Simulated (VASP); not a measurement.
Input and output of a VASP PBEsol single-point calculation on PbSe (zincblende)

INCAR

```
NELM = 120
NSW = 0
PREC = Accurate
ISMEAR = 0
IBRION = -1
LREAL = .FALSE.
LCHARG = .TRUE.
GGA = PS
ENCUT = 520
LASPH = .TRUE.
NBANDS = 17
LWAVE = .FALSE.
SIGMA = 0.01
EDIFF = 1E-7
LELF = .TRUE.
ISIF = 2
```

KPOINTS

```
KPOINTS created by Atomic Simulation Environment
0
Gamma
6 6 6
0 0 0
```

KPOINTS_OPT

```
special points
6
Reciprocal
0.0000000000 0.0000000000 0.0000000000 1
0.5000000000 0.0000000000 0.5000000000 1
0.5000000000 0.2500000000 0.7500000000 1
0.3750000000 0.3750000000 0.7500000000 1
0.5000000000 0.5000000000 0.5000000000 1
0.6250000000 0.2500000000 0.6250000000 1
```

POSCAR

```
Pb Se
 1.0000000000000000
     0.0000000000000000    3.4232041300268978    3.4232041300268978
     3.4232041300268978   -0.0000000000000000    3.4232041300268978
     3.4232041300268978    3.4232041300268978   -0.0000000000000000
 Pb  Se
   1   1
Cartesian
 -0.0000000000000000 -0.0000000000000000  0.0000000000000000
  1.7116020650134487  1.7116020650134487  1.7116020650134487
```

VASP ran with the recommended PBE PAW datasets (20 valence electrons in the cell).

Command

```
mpirun -np 1 vasp_std
```

From OUTCAR

```
k-points           NKPTS =     16   k-points in BZ     NKDIM =     16   number of bands    NBANDS=     17

   NELECT =      20.0000    total number of electrons

   dimension x,y,z NGX =    36 NGY =   36 NGZ =   36
   dimension x,y,z NGXF=    72 NGYF=   72 NGZF=   72

  energy-cutoff  :      520.00
  volume of cell :       80.23
      direct lattice vectors                 reciprocal lattice vectors
     0.000000000  3.423204130  3.423204130    -0.146061988  0.146061988  0.146061988
     3.423204130  0.000000000  3.423204130     0.146061988 -0.146061988  0.146061988
     3.423204130  3.423204130  0.000000000     0.146061988  0.146061988 -0.146061988

 k-points in reciprocal lattice and weights: KPOINTS created by Atomic Simulation Env
   0.00000000  0.00000000  0.00000000       0.005
   0.16666667  0.00000000  0.00000000       0.037
   0.33333333  0.00000000  0.00000000       0.037
   0.50000000  0.00000000  0.00000000       0.019
   0.16666667  0.16666667  0.00000000       0.028
   0.33333333  0.16666667  0.00000000       0.111
   0.50000000  0.16666667  0.00000000       0.111
  -0.33333333  0.16666667  0.00000000       0.111
   ...

 E-fermi :   2.2022

 k-point     1 :       0.0000    0.0000    0.0000
  band No.  band energies     occupation
      1     -14.5258      2.00000
      2     -14.5258      2.00000
      3     -14.5258      2.00000
      4     -14.4933      2.00000
      5     -14.4933      2.00000
      6     -10.5986      2.00000
      7      -4.2176      2.00000
      8       0.5787      2.00000
      9       0.5787      2.00000
     10       0.5787      2.00000
     11       4.2776      0.00000
     12       4.2776      0.00000
     13       4.2776      0.00000
     14       6.7622      0.00000
     15      10.3830      0.00000
     16      10.3830      0.00000
     17      11.1295      0.00000

 k-point     2 :       0.1667    0.0000    0.0000
  band No.  band energies     occupation
      1     -14.5326      2.00000
      2     -14.5234      2.00000
      3     -14.5234      2.00000
      4     -14.4931      2.00000
      5     -14.4931      2.00000
      6     -10.4693      2.00000
      7      -4.6037      2.00000
      8       0.4213      2.00000
      9       0.4213      2.00000
     10       0.5563      2.00000
     11       4.2129      0.00000
     12       4.5364      0.00000
     13       4.5364      0.00000
     14       7.8548      0.00000
     15       9.6456      0.00000
     16       9.6456      0.00000
     17      10.5065      0.00000

 k-point     3 :       0.3333    0.0000    0.0000
  band No.  band energies     occupation
      1     -14.5460      2.00000
      2     -14.5195      2.00000
      3     -14.5195      2.00000
      4     -14.4920      2.00000
      5     -14.4920      2.00000
      6     -10.1728      2.00000
      7      -5.3417      2.00000
      8       0.1567      2.00000
      9       0.1567      2.00000
     10       0.3136      2.00000
     11       4.9210      0.00000
     12       4.9210      0.00000
     13       5.0160      0.00000
     14       8.5578      0.00000
     15       9.7349      0.00000
     16       9.7349      0.00000
     17      10.8814      0.00000

 k-point     4 :       0.5000    0.0000    0.0000
  band No.  band energies     occupation
      1     -14.5527      2.00000
      2     -14.5180      2.00000
      3     -14.5180      2.00000
      4     -14.4909      2.00000
      5     -14.4909      2.00000
      6      -9.9978      2.00000
      7      -5.7123      2.00000
      8       0.0420      2.00000
      9       0.0420      2.00000
     10       0.1607      2.00000
     11       5.0414      0.00000
     12       5.0414      0.00000
     13       5.8091      0.00000
     14       8.5892      0.00000
     15      10.0187      0.00000
     16      10.4989      0.00000
     17      10.4989      0.00000

 k-point     5 :       0.1667    0.1667    0.0000
  band No.  band energies     occupation
      1     -14.5377      2.00000
      2     -14.5210      2.00000
      3     -14.5210      2.00000
      4     -14.4948      2.00000
      5     -14.4918      2.00000
      6     -10.4252      2.00000
      7      -4.7144      2.00000
      8       0.1773      2.00000
      9       0.1773      2.00000
     10       1.0365      2.00000
     11       3.5487      0.00000
     12       4.9414      0.00000
     13       4.9414      0.00000
     14       8.1719      0.00000
     15       8.5640      0.00000
     16      10.6306      0.00000
     17      11.7938      0.00000

 k-point     6 :       0.3333    0.1667    0.0000
  band No.  band energies     occupation
      1     -14.5490      2.00000
      2     -14.5175      2.00000
      3     -14.5166      2.00000
      4     -14.4952      2.00000
      5     -14.4904      2.00000
      6     -10.1786      2.00000
      7      -5.2998      2.00000
      8      -0.2949      2.00000
      9      -0.1006      2.00000
     10       1.2583      2.00000
     11       3.6733      0.00000
     12       5.4230      0.00000
     13       5.4458      0.00000
     14       8.2523      0.00000
     15       9.5056      0.00000
     16      10.6040      0.00000
     17      11.5760      0.00000

 k-point     7 :       0.5000    0.1667    0.0000
  band No.  band energies     occupation
      1     -14.5558      2.00000
      2     -14.5164      2.00000
      3     -14.5148      2.00000
      4     -14.4934      2.00000
      5     -14.4903      2.00000
      6      -9.9447      2.00000
      7      -5.7738      2.00000
      8      -0.7397      2.00000
      9      -0.1633      2.00000
     10       1.2311      2.00000
     11       4.4693      0.00000
     12       5.5163      0.00000
     13       5.6766      0.00000
     14       8.7827      0.00000
     15       9.6743      0.00000
     16      10.6670      0.00000
     17      10.8316      0.00000

 k-point     8 :      -0.3333    0.1667    0.0000
  band No.  band energies     occupation
      1     -14.5528      2.00000
      2     -14.5170      2.00000
      3     -14.5164      2.00000
      4     -14.4925      2.00000
      5     -14.4917      2.00000
      6     -10.0058      2.00000
      7      -5.6562      2.00000
      8      -0.7624      2.00000
      9       0.0285      2.00000
     10       1.1644      2.00000
     11       4.7581      0.00000
     12       5.2145      0.00000
     13       5.3480      0.00000
     14       9.1312      0.00000
     15       9.4073      0.00000
     16       9.9643      0.00000
     17      11.1840      0.00000

 k-point     9 :      -0.1667    0.1667    0.0000
  band No.  band energies     occupation
      1     -14.5421      2.00000
      2     -14.5208      2.00000
      3     -14.5193      2.00000
      4     -14.4939      2.00000
      5     -14.4918      2.00000
      6     -10.2803      2.00000
      7      -5.0770      2.00000
      8      -0.2895      2.00000
      9       0.3291      2.00000
     10       0.9608      2.00000
     11       4.1776      0.00000
     12       4.7287      0.00000
     13       5.1551      0.00000
     14       8.9717      0.00000
     15       8.9967      0.00000
     16       9.5160      0.00000
     17      11.7445      0.00000

 k-point    10 :       0.3333    0.3333    0.0000
  band No.  band energies     occupation
      1     -14.5604      2.00000
      2     -14.5112      2.00000
      3     -14.5112      2.00000
      4     -14.4980      2.00000
      5     -14.4887      2.00000
      6     -10.0167      2.00000
      7      -5.6149      2.00000
      8      -0.4194      2.00000
      9      -0.4194      2.00000
     10       1.5830      2.00000
     11       2.9323      0.00000
     12       6.2465      0.00000
     13       6.2465      0.00000
     14       7.6030      0.00000
     15      10.4831      0.00000
     16      11.3136      0.00000
     17      13.2186      0.00000

 k-point    11 :       0.5000    0.3333    0.0000
  band No.  band energies     occupation
      1     -14.5656      2.00000
      2     -14.5103      2.00000
      3     -14.5089      2.00000
      4     -14.4978      2.00000
      5     -14.4884      2.00000
      6      -9.8280      2.00000
      7      -5.9528      2.00000
      8      -0.8582      2.00000
      9      -0.5102      2.00000
     10       1.7690      2.00000
     11       3.3143      0.00000
     12       6.2703      0.00000
     13       6.4978      0.00000
     14       8.0627      0.00000
     15      10.2803      0.00000
     16      11.1891      0.00000
     17      12.4969      0.00000

 ...

  Total       -0.4446322     -0.4446322     -0.4446322      0.0000000     -0.0000000      0.0000000
  in kB       -8.8793888     -8.8793888     -8.8793888      0.0000000     -0.0000000      0.0000000
  external PRESSURE =      -8.8793888 kB  Pullay stress =       0.0000000 kB

 POSITION                                       TOTAL-FORCE (eV/Angst)
 -----------------------------------------------------------------------------------
      0.00000      0.00000      0.00000        -0.000000      0.000000     -0.000000
      1.71160      1.71160      1.71160         0.000000     -0.000000      0.000000
 -----------------------------------------------------------------------------------
    total drift:                                0.000000      0.000000      0.000000

  FREE ENERGIE OF THE ION-ELECTRON SYSTEM (eV)
  ---------------------------------------------------
  free  energy   TOTEN  =        -8.3820308393 eV

  energy  without entropy=       -8.3820308393  energy(sigma->0) =       -8.38203084
```

```json
{"gap between bands v and c": "0.54 eV", "least direct gap": "1.09 eV", "pressure": "-0.9 GPa"}
```

Band v is the last that the valence electrons fill when counted band by band, and c is the next.

The run took about 11 s on one core of a shared host (Intel Xeon 6975P-C) and held 0.21 GiB at most.
